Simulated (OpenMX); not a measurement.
Set up this calculation in OpenMX 3.8.5, as the native input.

- Task: single point
- Functional: PBE
- Potentials or basis: OpenMX 2013 PBE set, Bi8.0-s3p2d2f1, grid cutoff 500 Ry
- k mesh: 5 × 5 × 7
- Occupations: fermi-dirac, width 0.05 eV
- Spin: no spin polarisation
- Mixing scheme: rmm-diisk
- SCF threshold: 1e-08 Ha
- Solver: band
- Max SCF cycles: 100

Bi:

```xyz
2
Lattice="3.3930 -3.0467 0.0000 3.3930 3.0467 0.0000 -1.2257 0.0000 3.0282" Properties=species:S:1:pos:R:3 pbc="T T T"
Bi    4.0593    0.0000    2.5963
Bi    1.5009    0.0000    0.4319
```

This isn't the form of Bi at room conditions, which is rhombohedral.

The input as run:

Bi.dat

```
System.CurrrentDirectory             ./
System.Name                          Bi
DATA.PATH                            ./DFT_DATA13
level.of.stdout                      1
level.of.fileout                     1
Species.Number                       1
<Definition.of.Atomic.Species
  Bi  Bi8.0-s3p2d2f1         Bi_PBE13
Definition.of.Atomic.Species>

Atoms.Number                         2
Atoms.SpeciesAndCoordinates.Unit     FRAC
<Atoms.SpeciesAndCoordinates
    1  Bi    0.7530610000    0.7530610000    0.8573820000   7.500  7.500
    2  Bi    0.2469390000    0.2469390000    0.1426180000   7.500  7.500
Atoms.SpeciesAndCoordinates>

Atoms.UnitVectors.Unit               Ang
<Atoms.UnitVectors
     3.3929714340   -3.0467103601    0.0000000000
     3.3929714340    3.0467103601    0.0000000000
    -1.2256904794    0.0000000000    3.0282039399
Atoms.UnitVectors>

scf.XcType                           GGA-PBE
scf.SpinPolarization                 off
scf.ElectronicTemperature            580.226
scf.energycutoff                     500.0
scf.maxIter                          100
scf.EigenvalueSolver                 band
scf.Kgrid                            5 5 7
scf.Mixing.Type                      rmm-diisk
scf.Init.Mixing.Weight               0.05
scf.Min.Mixing.Weight                0.001
scf.Max.Mixing.Weight                0.3
scf.Mixing.History                   25
scf.Mixing.StartPulay                8
scf.criterion                        1.0e-8
scf.stress.tensor                    on
MD.Type                              nomd
```

Potentials or basis: OpenMX 2013 PBE set, Bi8.0-s3p2d2f1, grid cutoff 500 Ry.

Command:

```bash
$ openmx Bi.dat -nt 1 > Bi.std
```

It gave:

```yaml
Pressure: 6.1 GPa
Largest_force: 0.138 eV/Å
Band_gap_on_the_k_mesh: none (metal or under the smearing width)
```

Caveat: spin-orbit coupling is left out, which moves the levels of the heavy elements; the basis of atomic orbitals isn't converged, which shifts pressures, moduli and gaps.

Run time: 4.1 min on 1 thread of Intel(R) Xeon(R) 6975P-C (Granite Rapids) (shared host), peak memory 1.6 GiB.
